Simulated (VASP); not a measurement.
# Rb (Im-3m) in VASP: notebook

Runs on Rb. Level: PBE+D3(BJ). Tasks: relaxation of cell and atoms, relaxation of the atoms.

All numbers are computed with VASP 6.6.1; they aren't measurements. Logs are shortened: lines on timing, memory, paths and dates and some standing lists are left out, and cuts for length are marked.

## Step 1: Starting point

The structure is cubic, space group Im-3m (No. 229). The conventional cell has a = 5.605 Å, b = 5.605 Å, c = 5.605 Å, α = 90.00°, β = 90.00°, γ = 90.00°.

## Step 2: Relaxation of cell and atoms, PBE+D3(BJ)

Contents of INCAR:

```
SYSTEM = Rb
  PREC = Accurate
  ENCUT = 600
  EDIFF = 1E-6
  ISMEAR = 1
  SIGMA = 0.1
  LREAL = .False.
  LASPH = .True.
  NELM = 80
  ALGO = Normal
  ISIF = 3
  LWAVE = .False.
  LCHARG = .False.
  GGA = PE
  IVDW = 12
  IBRION = 2
  NSW = 90
  EDIFFG = -0.01
```

Contents of KPOINTS:

```
Automatic mesh
0
Gamma
  10 10 10
  0 0 0
```

Contents of POSCAR:

```
Rb
1.0
   -2.8025000000      2.8025000000      2.8025000000
    2.8025000000     -2.8025000000      2.8025000000
    2.8025000000      2.8025000000     -2.8025000000
Rb
1
Direct
    0.0000000000      0.0000000000      0.0000000000
```

Potentials or basis: VASP PAW PBE potentials, release 64 (Rb_sv).

On the command line:

```
cat potpaw_PBE.64/Rb_sv/POTCAR > POTCAR
mpirun -np 1 vasp_std > vasp.out
```

OUTCAR:

```text
SYSTEM = Rb
   PREC = Accurate
   ENCUT = 600
   EDIFF = 1E-6
   ISMEAR = 1
   LREAL = .False.
   LASPH = .True.
   NELM = 80
   ISIF = 3
   GGA = PE
   IVDW = 12
   IBRION = 2
   NSW = 90
   EDIFFG = -0.01
 IVDW          = 12

 ion  position               nearest neighbor table
   1  0.000  0.000  0.000-

  LATTYP: Found a body centered cubic cell.
 ALAT       =     5.6050000000

  Lattice vectors:

 A1 = (  -2.8025000000,   2.8025000000,   2.8025000000)
 A2 = (   2.8025000000,  -2.8025000000,   2.8025000000)
 A3 = (   2.8025000000,   2.8025000000,  -2.8025000000)

Analysis of symmetry for initial positions (statically):
=====================================================================
 Subroutine PRICEL returns:
 Original cell was already a primitive cell.

 Routine SETGRP: Setting up the symmetry group for a
 body centered cubic supercell.

 Subroutine GETGRP returns: Found 48 space group operations
 (whereof 48 operations were pure point group operations)
 out of a pool of 48 trial point group operations.

The static configuration has the point symmetry O_h .

Analysis of symmetry for dynamics (positions and initial velocities):
=====================================================================
 Subroutine PRICEL returns:
 Original cell was already a primitive cell.

 Routine SETGRP: Setting up the symmetry group for a
 body centered cubic supercell.

 Subroutine GETGRP returns: Found 48 space group operations
 (whereof 48 operations were pure point group operations)
 out of a pool of 48 trial point group operations.

The dynamic configuration has the point symmetry O_h .

 Subroutine INISYM returns: Found 48 space group operations
 (whereof 48 operations are pure point group operations),
 and found     1 'primitive' translations

----------------------------------------------------------------------------------------

                                     Primitive cell

  volume of cell :      88.0434

  direct lattice vectors                    reciprocal lattice vectors
    -2.802500000  2.802500000  2.802500000     0.000000000  0.178412132  0.178412132
     2.802500000 -2.802500000  2.802500000     0.178412132  0.000000000  0.178412132
     2.802500000  2.802500000 -2.802500000     0.178412132  0.178412132  0.000000000

  length of vectors
     4.854072388  4.854072388  4.854072388     0.252312857  0.252312857  0.252312857

  position of ions in fractional coordinates (direct lattice)
     0.000000000  0.000000000  0.000000000

  ion indices of the primitive-cell ions
   primitive index   ion index
                 1           1

----------------------------------------------------------------------------------------

 KPOINTS: Automatic mesh

Automatic generation of k-mesh.
 Grid dimensions read from file:
 generate k-points for:   10   10   10

 Generating k-lattice:

  Cartesian coordinates                     Fractional coordinates (reciprocal lattice)
     0.000000000  0.017841213  0.017841213     0.100000000  0.000000000  0.000000000
     0.017841213  0.000000000  0.017841213     0.000000000  0.100000000  0.000000000
     0.017841213  0.017841213  0.000000000     0.000000000  0.000000000  0.100000000

  Length of vectors
     0.025231286  0.025231286  0.025231286

  Shift w.r.t. Gamma in fractional coordinates (k-lattice)
     0.000000000  0.000000000  0.000000000

 Subroutine IBZKPT returns following result:
 ===========================================

 Found     47 irreducible k-points:

 Following reciprocal coordinates:
            Coordinates               Weight
  0.000000  0.000000  0.000000      1.000000
  0.100000  0.000000  0.000000     12.000000
  0.200000  0.000000  0.000000     12.000000
  0.300000  0.000000  0.000000     12.000000
  0.400000  0.000000  0.000000     12.000000
  0.500000  0.000000  0.000000      6.000000
[... 16 lines left out ...]
  0.300000  0.300000  0.100000      8.000000
 -0.300000  0.300000  0.100000     24.000000
 [... further k-points ...]
   k-points           NKPTS =     47   k-points in BZ     NKDIM =     47   number of bands    NBANDS=      8
   number of dos      NEDOS =    301   number of ions     NIONS =      1
   total plane-waves  NPLWV =  64000
   dimension x,y,z NGX =    40 NGY =   40 NGZ =   40
   dimension x,y,z NGXF=    80 NGYF=   80 NGZF=   80
   ions per type =               1
   NGX,Y,Z   is equivalent  to a cutoff of  13.70, 13.70, 13.70 a.u.
   NGXF,Y,Z  is equivalent  to a cutoff of  27.40, 27.40, 27.40 a.u.
 SYSTEM =  Rb
   PREC   = accura    normal or accurate (medium, high low for compatibility)
   ISTART =      0    job   : 0-new  1-cont  2-samecut
   ICHARG =      2    charge: 1-file 2-atom 10-const
   ISPIN  =      1    spin polarized calculation?
   LNONCOLLINEAR =      F non collinear calculations
   LSORBIT =      F    spin-orbit coupling
   LASPH  =      T    aspherical Exc in radial PAW
   ENCUT  =  600.0 eV  44.10 Ry    6.64 a.u.   9.69  9.69  9.69*2*pi/ulx,y,z
   NELM   =     80;   NELMIN=  2; NELMDL= -5     # of ELM steps
   EDIFF  = 0.1E-05   stopping-criterion for ELM
   LREAL  =      F    real-space projection
   EDIFFG = -.1E-01   stopping-criterion for IOM
   NSW    =     90    number of steps for IOM
   IBRION =      2    ionic relax: 0-MD 1-quasi-New 2-CG
   NFREE  =      1    steps in history (QN), initial steepest desc. (CG)
   ISIF   =      3    stress and relaxation
   ISYM   =      2    0-nonsym 1-usesym 2-fastsym
   POTIM  = 0.5000    time-step for ionic-motion
   TEBEG  =    0.0;   TEEND  =   0.0 temperature during run
   PSTRESS=    0.0 pullay stress
   NELECT =       9.0000    total number of electrons
   NUPDOWN=      -1.0000    fix difference up-down
   EMIN   =  10.00;   EMAX   =-10.00  energy-range for DOS
   EFERMI =   0.00;   METHOD = LEGACY
   ISMEAR =     1;   SIGMA  =   0.10  broadening in eV -4-tet -1-fermi 0-gaus
   EFERMI_NEDOS =   21; number of points for ismear=-14 and -15
   IALGO  =     38    algorithm
   IMIX   =      4    mixing-type and parameters
     AMIX     =   0.40;   BMIX     =  1.00
     AMIX_MAG =   1.60;   BMIX_MAG =  1.00
  volume/ion in A,a.u.               =      88.04       594.15
  Fermi-wavevector in a.u.,A,eV,Ry     =   0.765462  1.446513  7.972081  0.585931
  Thomas-Fermi vector in A             =   1.865587
   LORBIT       =      0    0 simple, 1 ext, 2 COOP (PROOUT), +10 PAW based schemes
   GGA     = PE    functional components
   LHFCALC =     F    Hartree Fock is set to
   AEXX    =    0.0000 exact exchange contribution
   IVDW    =    12    specifies the selected vdW correction
   LEPSILON=     F    determine dielectric tensor
   LRPA    =     F    only Hartree local field effects (RPA)
 conjugate gradient relaxation of ions
 non-spin polarized calculation
 Methfessel and Paxton  Order N= 1 SIGMA  =   0.10
  energy-cutoff  :      600.00
  volume of cell :       88.04
 maximum number of plane-waves:      2988
   NGX = 19   NGY = 19   NGZ = 19

--------------------------------------- Ionic step        1  -------------------------------------------

 number of electron       9.0000000 magnetization

 Free energy of the ion-electron system (eV)
  ---------------------------------------------------
  ext. energy  EPLUGINS =         0.00000000
  ---------------------------------------------------
  free energy    TOTEN  =        -0.93166493 eV

  energy without entropy =       -0.93086052  energy(sigma->0) =       -0.93139679

------------------------ aborting loop because EDIFF is reached ----------------------------------------

 Edisp (eV)   -0.10510

 E8    (eV) :    -0.0603

  FORCE on cell =-STRESS in cart. coord.  units (eV):
  Direction    XX          YY          ZZ          XY          YZ          ZX
  --------------------------------------------------------------------------------------
  -------------------------------------------------------------------------------------
  Total      -0.04185    -0.04185    -0.04185     0.00000     0.00000    -0.00000
  in kB      -0.76166    -0.76166    -0.76166     0.00000     0.00000    -0.00000
  external pressure =       -0.76 kB  Pullay stress =        0.00 kB

 VOLUME and BASIS-vectors are now :
 -----------------------------------------------------------------------------
  energy-cutoff  :      600.00
  volume of cell :       88.04
      direct lattice vectors                 reciprocal lattice vectors
    -2.802500000  2.802500000  2.802500000     0.000000000  0.178412132  0.178412132
     2.802500000 -2.802500000  2.802500000     0.178412132  0.000000000  0.178412132
     2.802500000  2.802500000 -2.802500000     0.178412132  0.178412132  0.000000000
[... 40 lines left out ...]
 POSITION                                       TOTAL-FORCE (eV/Angst)
 -----------------------------------------------------------------------------------
      2.79684      2.79684     -2.79684        -0.000000     -0.000000     -0.000000
 -----------------------------------------------------------------------------------
    total drift:                                0.000000      0.000000     -0.000000

  FREE ENERGIE OF THE ION-ELECTRON SYSTEM (eV)
  ---------------------------------------------------
  free  energy   TOTEN  =        -1.0369972849 eV

  energy  without entropy=       -1.0361895319  energy(sigma->0) =       -1.03672803

--------------------------------------- Ionic step        3  -------------------------------------------

 number of electron       9.0000000 magnetization

 Free energy of the ion-electron system (eV)
  ---------------------------------------------------
  ext. energy  EPLUGINS =         0.00000000
  ---------------------------------------------------
  free energy    TOTEN  =        -0.92970935 eV

  energy without entropy =       -0.92888975  energy(sigma->0) =       -0.92943615

 E-fermi :   0.1530     XC(G=0):  -5.6067

 val. band max:        0.1467226645   @ k =  -0.3000   0.4000   0.2000
 cond. band min:       0.2303545913   @ k =  -0.4000   0.4000   0.2000
 fundamental gap:      0.0836319268
 Fermi energy:         0.1530390377

 k-point     1 :       0.0000    0.0000    0.0000
  band No.  band energies     occupation
      1     -28.7302      2.00000
      2     -12.7662      2.00000
      3     -12.7662      2.00000
      4     -12.7662      2.00000
      5      -1.9049      2.00000
      6       3.8762      0.00000
      7       3.8762      0.00000
      8       3.8762      0.00000

 k-point     2 :       0.1000    0.0000    0.0000
  band No.  band energies     occupation
      1     -28.7297      2.00000
      2     -12.7776      2.00000
      3     -12.7699      2.00000
      4     -12.7662      2.00000
      5      -1.7806      2.00000
      6       3.6806      0.00000
      7       3.7075      0.00000
      8       3.9929      0.00000
[... 221 lines left out ...]
 k-point    23 :       0.3000    0.3000    0.1000
  band No.  band energies     occupation
      1     -28.7243      2.00000
      2     -12.8392      2.00000
      3     -12.8392      2.00000
      4     -12.7903      2.00000
      5       1.3061     -0.00000
      6       1.3061     -0.00000
      7       1.4555     -0.00000
      8       3.5895      0.00000

 k-point    24 :      -0.3000    0.3000    0.1000
  band No.  band energies     occupation
      1     -28.7261      2.00000
      2     -12.8416      2.00000
      3     -12.7956      2.00000
      4     -12.7750      2.00000
      5      -0.7489      2.00000
      6       2.2844      0.00000
      7       3.0804      0.00000
      8       3.9762      0.00000

 [... further k-points ...]

------------------------ aborting loop because EDIFF is reached ----------------------------------------

 Edisp (eV)   -0.10762

 E8    (eV) :    -0.0617

  FORCE on cell =-STRESS in cart. coord.  units (eV):
  Direction    XX          YY          ZZ          XY          YZ          ZX
  --------------------------------------------------------------------------------------
  -------------------------------------------------------------------------------------
  Total      -0.00187    -0.00187    -0.00187    -0.00000    -0.00000    -0.00000
  in kB      -0.03491    -0.03491    -0.03491    -0.00000    -0.00000    -0.00000
  external pressure =       -0.03 kB  Pullay stress =        0.00 kB

 VOLUME and BASIS-vectors are now :
 -----------------------------------------------------------------------------
  energy-cutoff  :      600.00
  volume of cell :       85.93
      direct lattice vectors                 reciprocal lattice vectors
    -2.779864891  2.779864891  2.779864891     0.000000000  0.179864857  0.179864857
     2.779864891 -2.779864891  2.779864891     0.179864857  0.000000000  0.179864857
     2.779864891  2.779864891 -2.779864891     0.179864857  0.179864857  0.000000000

 POSITION                                       TOTAL-FORCE (eV/Angst)
 -----------------------------------------------------------------------------------
      0.00000     -0.00000      0.00000         0.000000     -0.000000     -0.000000
 -----------------------------------------------------------------------------------
    total drift:                                0.000000      0.000000     -0.000000

  FREE ENERGIE OF THE ION-ELECTRON SYSTEM (eV)
  ---------------------------------------------------
  free  energy   TOTEN  =        -1.0373261434 eV

  energy  without entropy=       -1.0365065467  energy(sigma->0) =       -1.03705294

 reached required accuracy - stopping structural energy minimisation
```

Run time: 41 s. Hardware: 1 thread of Intel Xeon Platinum 8488C (Sapphire Rapids), shared host; peak memory 0.27 GiB.

What came out:

```
Free energy                            : -1.0373 eV
Relaxed volume                         : 85.93 Å³/atom
Relaxed cell                           : a = 4.815 Å, b = 4.815 Å, c = 4.815 Å, α = 109.47°, β = 109.47°, γ = 109.47°
Space group after relaxing (to 0.05 Å) : Im-3m (No. 229)
Energy gained by relaxing              : 0.6 meV/atom
Ionic steps                            : 3
Pressure after relaxing                : 0.0 GPa
Band gap on the k mesh                 : none (metal or under the smearing width)
Dispersion energy per atom             : -0.108 eV
```

The path:
```csv
step,energy change (eV),largest force (eV/Å),pressure (GPa),volume (Å³)
1,0.0000,0.0000,-0.08,88.04
2,-0.0002,0.0000,-0.06,87.51
3,-0.0006,0.0000,0.00,85.93
```

Final structure:
```
Rb
1.0
    -2.77986    2.77986    2.77986
     2.77986   -2.77986    2.77986
     2.77986    2.77986   -2.77986
Rb
1
Direct
  0.00000 0.00000 0.00000
```

Levels at points of the mesh, in eV from the Fermi level:
```csv
k point,band 1,band 2,band 3,band 4,band 5,band 6,band 7,band 8
"(0.00, 0.00, 0.00)",-28.88,-12.92,-12.92,-12.92,-2.06,3.72,3.72,3.72
"(0.50, 0.00, 0.00)",-28.88,-13.04,-12.96,-12.92,0.22,0.81,2.59,4.37
"(0.50, 0.50, 0.50)",-28.87,-13.00,-13.00,-13.00,1.21,1.21,3.39,3.39
```

Caveat: pairwise dispersion overbinds metals, which lowers pressure and volume.

(Continued in part 2 of 2.)
